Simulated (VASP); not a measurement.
Wanted: the native input for a VASP 6.6.1 run.

```
Task                            : G0W0 quasiparticle levels
Functional                      : PBEsol
Potentials or basis             : VASP PAW PBE potentials, release 64 (S_GW, Na_sv_GW)
Cutoff                          : 500 eV
k mesh                          : 4 × 4 × 4
Occupations                     : gaussian, width 0.01 eV
Spin                            : no spin polarisation
Cutoff of the response function : 120
Frequency points                : 64
Empty bands                     : 310
GW scheme                       : G0W0
GW iterations                   : 1
Valence bands in the BSE        : 4
Conduction bands in the BSE     : 4
Further INCAR settings          : ALGO = BSE; EDIFF = 1e-08; NBANDS = 322
```

Na2S:

```
S Na
1.0
     0.00000    3.27350    3.27350
     3.27350    0.00000    3.27350
     3.27350    3.27350    0.00000
S Na
1 2
Direct
  0.00000 0.00000 0.00000
  0.75000 0.75000 0.75000
  0.25000 0.25000 0.25000
```

One way to write it, as run:

POSCAR

```
Na2S
1.0
    0.0000000000      3.2735000000      3.2735000000
    3.2735000000      0.0000000000      3.2735000000
    3.2735000000      3.2735000000      0.0000000000
S Na
1 2
Direct
    0.0000000000      0.0000000000      0.0000000000
    0.7500000000      0.7500000000      0.7500000000
    0.2500000000      0.2500000000      0.2500000000
```

INCAR.step1

```
PREC = Accurate ; ENCUT = 500
EDIFF = 1E-8 ; ISMEAR = 0
SIGMA = 0.01 ; LREAL = False
LASPH = True ; NELM = 60
ALGO = Normal ; LWAVE = True
LCHARG = False ; GGA = PS
```

INCAR.step2

```
PREC = Accurate ; ENCUT = 500
EDIFF = 1E-8 ; ISMEAR = 0
SIGMA = 0.01 ; LREAL = False
LASPH = True ; NELM = 1
ALGO = Exact ; LWAVE = True
LCHARG = False ; GGA = PS
NBANDS = 322 ; LOPTICS = True
ISTART = 1
```

INCAR.step3

```
PREC = Accurate ; ENCUT = 500
EDIFF = 1E-8 ; ISMEAR = 0
SIGMA = 0.01 ; LREAL = False
LASPH = True ; ALGO = EVGW0
LWAVE = True ; LCHARG = False
GGA = PS ; NELMGW = 1
NBANDS = 322 ; ENCUTGW = 120
NOMEGA = 64 ; PRECFOCK = Fast
ISTART = 1 ; NBANDSGW = 20
```

INCAR.step4

```
PREC = Accurate ; ENCUT = 500
EDIFF = 1E-8 ; ISMEAR = 0
SIGMA = 0.01 ; LREAL = False
LASPH = True ; ALGO = BSE
LWAVE = False ; LCHARG = False
GGA = PS ; NBANDS = 322
ENCUTGW = 120 ; NBANDSO = 4
NBANDSV = 4 ; ANTIRES = 0
OMEGAMAX = 20 ; PRECFOCK = Fast
ISTART = 1 ; NBSEEIG = 10
```

KPOINTS

```
regular mesh
0
Gamma
  4 4 4
```

Potentials or basis: VASP PAW PBE potentials, release 64 (S_GW, Na_sv_GW).

Run with:

```bash
$ cat potpaw_PBE.64/S_GW/POTCAR potpaw_PBE.64/Na_sv_GW/POTCAR > POTCAR
$ cp INCAR.step1 INCAR
$ mpirun -np 1 vasp_std > vasp.out
$ cp INCAR.step2 INCAR
$ mpirun -np 1 vasp_std > vasp.out
$ cp INCAR.step3 INCAR
$ mpirun -np 1 vasp_std > vasp.out
$ cp INCAR.step4 INCAR
$ mpirun -np 1 vasp_std > vasp.out
```

Results of the run:

```yaml
Band_gap_on_the_k_mesh_mean-field_level: 2.39 eV, direct
Quasiparticle_gap: 4.17 eV
Least_direct_quasiparticle_gap: 4.17 eV
```

Caveat: bands, screening cutoff and mesh are small and nothing is extrapolated, so the quasiparticle values aren't converged.

Wall time 22 min on 1 thread of AMD EPYC 7R43 64-Core Processor (Zen 3), with other jobs on the host, peak memory 0.88 GiB.
